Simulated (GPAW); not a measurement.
# KTaO3 (P4/mmm) in GPAW: further runs

One crystal, KTaO3, is run at these levels: PBE; tasks: band structure.

Program: GPAW 26.7.0. These are calculated values, not measurements. Logs are shortened: lines on timing, memory, paths and dates and some standing lists are left out, and cuts for length are marked. The log counts tension as positive stress, the text compression.

### Step 1. The crystal as given

The structure is tetragonal, space group P4/mmm (No. 123). Conventional cell: a = 3.988 Å, b = 3.988 Å, c = 3.749 Å, α = 90.00°, β = 90.00°, γ = 90.00°. Around Ta (site symmetry 4/mmm) lie 6 O at 1.87 to 1.99 Å. K (site symmetry 4/mmm) is surrounded by 12 O at 2.74 to 2.82 Å. O (site symmetry mmm) has 2 Ta at 1.99 Å as nearest neighbours. O (site symmetry 4/mmm) is surrounded by 2 Ta at 1.87 Å.

### Step 2. Band structure, PBE, 11.93 Å³/atom

Input file run.py:

```python
from ase.dft.bandgap import bandgap
from ase.io import read, write
from ase.units import GPa
from gpaw import GPAW, PW

atoms = read('KTaO3.xyz')

calc = GPAW(mode=PW(800),
            xc='PBE',
            kpts={'size': (5, 5, 5), 'gamma': True},
            occupations={'name': 'fermi-dirac', 'width': 0.05},
            nbands=36,
            convergence={'density': 1e-05, 'energy': 1e-05},
            maxiter=150,
            txt='gpaw.txt')
atoms.calc = calc
energy = atoms.get_potential_energy()
forces = atoms.get_forces()
stress = atoms.get_stress()
calc.write('gs.gpw')
write('result.traj', atoms)
print(f'Energy: {energy:.6f} eV')
print('Forces (eV/A):')
print(forces.round(4))
print('Stress (GPa):', (stress / GPa).round(3))
print('Fermi level:', round(calc.get_fermi_level(), 4), 'eV')
print(f'Gap: {bandgap(calc)[0]:.4f} eV, direct: {bandgap(calc, direct=True)[0]:.4f} eV')

path = atoms.cell.bandpath('GXMGZRAZ,XR,MA', npoints=60, eps=1e-4)
bs_calc = calc.fixed_density(kpts=path, symmetry='off', nbands=52,
                             convergence={'bands': 'CBM+6.0', 'eigenstates': 1e-6}, txt='bands.txt')
bs = bs_calc.band_structure()
bs.write('bs.json')
print(f'Gap on the path: {bandgap(bs_calc)[0]:.4f} eV')
```

Input file KTaO3.xyz:

```xyz
5
Lattice="3.7490020000 0.0000000000 0.0000000000 0.0000000000 3.9883000000 0.0000000000 0.0000000000 0.0000000000 3.9883000000" Properties=species:S:1:pos:R:3 pbc="T T T"
Ta     0.0000000000      0.0000000000      0.0000000000
K      1.8745010000      1.9941500000      1.9941500000
O      0.0000000000      0.0000000000      1.9941500000
O      0.0000000000      1.9941500000      0.0000000000
O      1.8745010000      0.0000000000      0.0000000000
```

Potentials or basis: GPAW PAW data sets (gpaw-data 1.2.1), pw.

Launch:

```
> OMP_NUM_THREADS=1 python run.py
```

gpaw.txt:

```text
__  _  _
 | _ |_)|_||  |
 |__||  | ||/\| - 26.7.0

Input parameters:
  mode=PW(ecut=800.0),
  convergence={'density': 1e-05, 'energy': 1e-05},
  kpts=MonkhorstPack(size=(5, 5, 5), gamma=True),
  maxiter=150,
  nbands=36,
  occupations=Occupations(name='fermi-dirac', width=0.05),
  xc=XC(name='PBE')

Diagonalizing LCAO Hamiltonian
Converting LCAO to pw mode
   .--------.
  /|        |
 * |        |
 | |        |
 | |   K    |
 O .--------.
 |O        /
 Ta---O---*

Atoms  # Å, Bohr magnetons
|   | symbol |        x |        y |        z |    initial magnetic moments |
|---|--------|----------|----------|----------|-----------------------------|
| 0 |     Ta | 0.000000 | 0.000000 | 0.000000 | ( 0.0000,  0.0000,  0.0000) |
| 1 |      K | 1.874501 | 1.994150 | 1.994150 | ( 0.0000,  0.0000,  0.0000) |
| 2 |      O | 0.000000 | 0.000000 | 1.994150 | ( 0.0000,  0.0000,  0.0000) |
| 3 |      O | 0.000000 | 1.994150 | 0.000000 | ( 0.0000,  0.0000,  0.0000) |
| 4 |      O | 1.874501 | 0.000000 | 0.000000 | ( 0.0000,  0.0000,  0.0000) |

Unit cell  # Å
| periodic |        x |        y |        z |  lengths |    angles |
|----------|----------|----------|----------|----------|-----------|
|      yes | 3.749002 | 0.000000 | 0.000000 | 3.749002 | 90.000000 |
|      yes | 0.000000 | 3.988300 | 0.000000 | 3.988300 | 90.000000 |
|      yes | 0.000000 | 0.000000 | 3.988300 | 3.988300 | 90.000000 |

Number of symmetries: 16
Symmetry operations  # r_c * U_cc + t_c -> r_c
|    | kind |            matrix            |
|----|------|------------------------------|
|  0 |  E   |  1, 0, 0,  0, 1, 0,  0, 0, 1 |
|  1 |  σ   |  1, 0, 0,  0, 1, 0,  0, 0,-1 |
|  2 |  σ   |  1, 0, 0,  0, 0, 1,  0, 1, 0 |
|  3 |  C4  |  1, 0, 0,  0, 0, 1,  0,-1, 0 |
|  4 |  C4  |  1, 0, 0,  0, 0,-1,  0, 1, 0 |
|  5 |  σ   |  1, 0, 0,  0, 0,-1,  0,-1, 0 |
|  6 |  σ   |  1, 0, 0,  0,-1, 0,  0, 0, 1 |
|  7 |  C2  |  1, 0, 0,  0,-1, 0,  0, 0,-1 |
|  8 |  σ   | -1, 0, 0,  0, 1, 0,  0, 0, 1 |
|  9 |  C2  | -1, 0, 0,  0, 1, 0,  0, 0,-1 |
| 10 |  C2  | -1, 0, 0,  0, 0, 1,  0, 1, 0 |
| 11 |  S4  | -1, 0, 0,  0, 0, 1,  0,-1, 0 |
| 12 |  S4  | -1, 0, 0,  0, 0,-1,  0, 1, 0 |
| 13 |  C2  | -1, 0, 0,  0, 0,-1,  0,-1, 0 |
| 14 |  C2  | -1, 0, 0,  0,-1, 0,  0, 0, 1 |
| 15 |  i   | -1, 0, 0,  0,-1, 0,  0, 0,-1 |

BZ-sampling:
  Number of BZ points: 125
  Number of IBZ points: 18

  Monkhorst-Pack size: [5, 5, 5]
  Monkhorst-Pack shift: [0, 0, 0]

K-points  # in reciprocal-cell coordinates
|     |                                coordinates |     weight |
|-----|--------------------------------------------|------------|
|   0 | (  0.00000000,   0.00000000,   0.00000000) | 0.00800000 |
|   1 | (  0.00000000,   0.20000000,   0.00000000) | 0.03200000 |
|   2 | (  0.00000000,   0.20000000,   0.20000000) | 0.03200000 |
|   3 | (  0.00000000,   0.40000000,   0.00000000) | 0.03200000 |
|   4 | (  0.00000000,   0.40000000,   0.20000000) | 0.06400000 |
|   5 | (  0.00000000,   0.40000000,   0.40000000) | 0.03200000 |
|   6 | (  0.20000000,   0.00000000,   0.00000000) | 0.01600000 |
|   7 | (  0.20000000,   0.20000000,   0.00000000) | 0.06400000 |
|   8 | (  0.20000000,   0.20000000,   0.20000000) | 0.06400000 |
|   9 | (  0.20000000,   0.40000000,   0.00000000) | 0.06400000 |
| ... |                                            |            |
|  17 | (  0.40000000,   0.40000000,   0.40000000) | 0.06400000 |

Plane wave coefficients: 3085
Cutoff: 800.0 eV

Spin-components: 1 (collinear spins)
Bands:           36
Projectors:      26
Spin-degeneracy: 2
Datatype:        complex128

Parallelization:
  kpt:    1
  domain: 1
  band:   1

Density:
  Valence electrons: 40.0
  Components: 1
  Grid points: [25 27 27]
  Charge: 0.0  # |e|

Potential:
  Grid points: [25 27 27]

species:
  Ta:
    name:    Tantalum
    Z:       73.0
    valence: 13
    core:    60
    charge:  0.0  # [|e|]
    compensation charges:
      type: gauss
      rc: 0.42  # [Å]
      lmax: 2
    cutoffs:
      filter: 2.36  # [Å]
      core: 3.45  # [Å]
    projectors
    | kind |    occ | energy [eV] | rcut [Å] |
    |------|--------|-------------|----------|
    |   5s |  2.000 |     -72.790 |    1.365 |
    |   6s |  2.000 |      -5.429 |    1.365 |
    |   5p |  6.000 |     -39.427 |    1.349 |
    |   6p |  0.000 |      -1.396 |    1.349 |
    |   5d |  3.000 |      -3.603 |    1.307 |
    |    d |        |      23.609 |    1.307 |

    Using partial waves for Ta as LCAO basis

  K:
    name:    Potassium
    Z:       19.0
    valence: 9
    core:    10
    charge:  0.0  # [|e|]
    compensation charges:
      type: gauss
      rc: 0.35  # [Å]
      lmax: 2
    cutoffs:
      filter: 1.91  # [Å]
      core: 1.27  # [Å]
    projectors
    | kind |    occ | energy [eV] | rcut [Å] |
    |------|--------|-------------|----------|
    |   3s |  2.000 |     -35.338 |    1.122 |
    |   4s |  1.000 |      -2.319 |    1.122 |
    |   3p |  6.000 |     -18.813 |    1.106 |
    |    p |        |       8.398 |    1.106 |
    |    d |        |       0.000 |    0.937 |

    Using partial waves for K as LCAO basis

  O:
    name:    Oxygen
    Z:       8.0
    valence: 6
    core:    2
    charge:  0.0  # [|e|]
    compensation charges:
      type: gauss
      rc: 0.21  # [Å]
      lmax: 2
    cutoffs:
      filter: 1.17  # [Å]
      core: 0.83  # [Å]
    projectors
    | kind |    occ | energy [eV] | rcut [Å] |
    |------|--------|-------------|----------|
    |   2s |  2.000 |     -23.961 |    0.688 |
    |   2p |  4.000 |      -9.029 |    0.598 |
    |    s |        |       3.251 |    0.688 |
    |    p |        |      18.182 |    0.598 |
    |    d |        |       0.000 |    0.619 |

    Using partial waves for O as LCAO basis

Reference energy: -446677.251523  # eV

eigensolver:
  PPCG
  Converge bands: occupied
  niter=2

density mixing:
  MSR1-Mixer
  Pratt-step length: 0.05
  Maximum mixing coefficient: 0.75
  Old densities: 10
  SVD Regularization: 0.005
  Good broyden scale: 1.0
  Trust region scale: 1.0
  Backstep threshold: 4.0
  History deletion threshold: 6.0
  Fourier metric: weight=20.0, sigma=0.015

occupation numbers:
  Fermi-Dirac:
    width: 0.0500  # eV

poisson solver:
  ecut: 6400.0  # eV

xc functional:
  name: PBE with 2 nearest neighbor stencil

convergence criteria:
[... 6 lines left out ...]
|iter     | |      energy | eigst |  dens |
|---------|-|-------------|-------|-------|
|iter:   1| |  -44.923555 | +0.22 |       |
|iter:   2| |  -43.353856 | -1.62 | -0.87 |
|iter:   3| |  -39.374919 | -0.90 | -0.93 |
|iter:   4| |  -39.361312 | -2.92 | -1.56 |
|iter:   5| |  -39.369555 | -3.24 | -1.78 |
|iter:   6| |  -39.369631 | -4.82 | -2.75 |
|iter:   7| |  -39.369699c| -5.58 | -3.18 |
|iter:   8| |  -39.369691c| -6.04 | -3.59 |
|iter:   9| |  -39.369693c| -7.39 | -4.01 |
|iter:  10| |  -39.369693c| -8.11c| -4.75 |
|iter:  11| |  -39.369693c| -8.27c| -5.29c|

Converged in 11 steps
Energy contributions relative to reference atoms: (reference = -446677.251523)

Energy contributions:
  Kinetic:          62.542394
  Coulomb:         -62.555630
  Zero:              0.107938
  External:          0.000000
  Xc:              -39.464396
  Entropy:          -0.000000
  Spinorbit:         0.000000
  ----------------------------
  Free energy:     -39.369693
  Extrapolated:    -39.369693

dipole moment: (-34.582584, -36.776114, -36.776114)  # |e|*Ang

Fermi level: 7.070
Eigenvalues  # (at kpt = [0.000, 0.000, 0.000])
| band index |      eig [eV] | occ [0-2] |
|------------|---------------|-----------|
|          0 |       -60.979 |     2.000 |
|        ... |               |           |
|         12 |         3.503 |     2.000 |
|         13 |         4.003 |     2.000 |
|         14 |         4.813 |     2.000 |
|         15 |         4.813 |     2.000 |
|         16 |         5.162 |     2.000 |
|         17 |         5.498 |     2.000 |
[... 8 lines left out ...]
|         26 |        14.347 |     0.000 |
|         27 |        14.458 |     0.000 |
|        ... |               |           |
|         35 |        26.480 |     0.000 |

Gap: 2.337 eV
Transition (v -> c):
  (s=0, k=17, n=19, [0.40, 0.40, 0.40]) -> (s=0, k=0, n=20, [0.00, 0.00, 0.00])
Direct/indirect transitions are different
Direct gap: 2.730 eV
Transition at: (s=0, k=0, n=19, [0.00, 0.00, 0.00])

Forces  # eV/Ang
|        x |       y |       z |
|----------|---------|---------|
|  0.00000 | 0.00000 | 0.00000 |  # Ta   0
|  0.00000 | 0.00000 | 0.00000 |  # K    1
| -0.00000 | 0.00000 | 0.00000 |  # O    2
|  0.00000 | 0.00000 | 0.00000 |  # O    3
|  0.00000 | 0.00000 | 0.00000 |  # O    4

Stress tensor  # eV/Ang^3
|         x |         y |         z |
|-----------|-----------|-----------|
| -0.284235 |  0.000000 |  0.000000 |
|  0.000000 | -0.075044 |  0.000000 |
|  0.000000 |  0.000000 | -0.075044 |

# Writing to gs.gpw (mode='')
```

It took 4.1 min on 1 thread of Intel Xeon at 2.50GHz (Skylake/Cascade Lake), shared host; peak memory 0.45 GiB.

Results:

- Free energy: -39.3697 eV
- Pressure: 23.2 GPa
- Band gap on the k mesh: 2.34 eV, indirect (least direct gap 2.73 eV)
- Band gap along the path: 2.19 eV, indirect (least direct gap 2.73 eV)

Caveat: the density grid can change from cell to cell, which puts small steps into energies and stress; spin-orbit coupling is left out, which moves the levels of the heavy elements; the mesh misses the band edges, which the band path finds closer together.

### Step 3. Band structure, PBE, 12.18 Å³/atom

Changes to run.py since step 2:

```diff
@@ -29,3 +29,3 @@
 path = atoms.cell.bandpath('GXMGZRAZ,XR,MA', npoints=60, eps=1e-4)
-bs_calc = calc.fixed_density(kpts=path, symmetry='off', nbands=52,
+bs_calc = calc.fixed_density(kpts=path, symmetry='off', nbands=53,
                              convergence={'bands': 'CBM+6.0', 'eigenstates': 1e-6}, txt='bands.txt')
```

Input file KTaO3.xyz:

```xyz
5
Lattice="3.8287680000 0.0000000000 0.0000000000 0.0000000000 3.9883000000 0.0000000000 0.0000000000 0.0000000000 3.9883000000" Properties=species:S:1:pos:R:3 pbc="T T T"
Ta     0.0000000000      0.0000000000      0.0000000000
K      1.9143840000      1.9941500000      1.9941500000
O      0.0000000000      0.0000000000      1.9941500000
O      0.0000000000      1.9941500000      0.0000000000
O      1.9143840000      0.0000000000      0.0000000000
```

Potentials or basis: GPAW PAW data sets (gpaw-data 1.2.1), pw.

Launch:

```
> OMP_NUM_THREADS=1 python run.py
```

Run time: 3.9 min. Hardware: 1 thread of Intel Xeon at 2.50GHz (Skylake/Cascade Lake), shared host; peak memory 0.46 GiB.

Results (log left out):

```yaml
Free_energy: -39.6668 eV
Pressure: 16.5 GPa
Band_gap_on_the_k_mesh: 2.33 eV, indirect (least direct gap 2.78 eV)
Band_gap_along_the_path: 2.19 eV, indirect (least direct gap 2.78 eV)
```

Caveat: the density grid can change from cell to cell, which puts small steps into energies and stress; spin-orbit coupling is left out, which moves the levels of the heavy elements; the mesh misses the band edges, which the band path finds closer together.
